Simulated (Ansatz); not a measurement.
System: rutile GeO2. Method: PBE (PAW; Ansatz, a first-principles code).

A relaxed, unreconstructed slab of the (110) face has 24 atoms, two equal faces of 18.435 Å² each and an energy of -43435.6755 eV. A bulk cell of 12 atoms with the same orientation and in-plane k mesh has -21718.7248 eV. Energies are extrapolated to zero smearing.

Settings: plane-wave cutoff 500 eV, 10×4×1 k mesh (along the axes of the cell as run), gaussian smearing 0.02 eV, scalar-relativistic PAW data made under PBE.

Worked out: γ = (E_slab − N E_bulk per atom)/2A = [-43435.6755 − 24 × (-21718.7248/12)]/(2 × 18.435) = 0.0481 eV/Å². With 16.022 J/m² per eV/Å² this is 0.77 J/m², or 0.89 eV per surface cell and face.
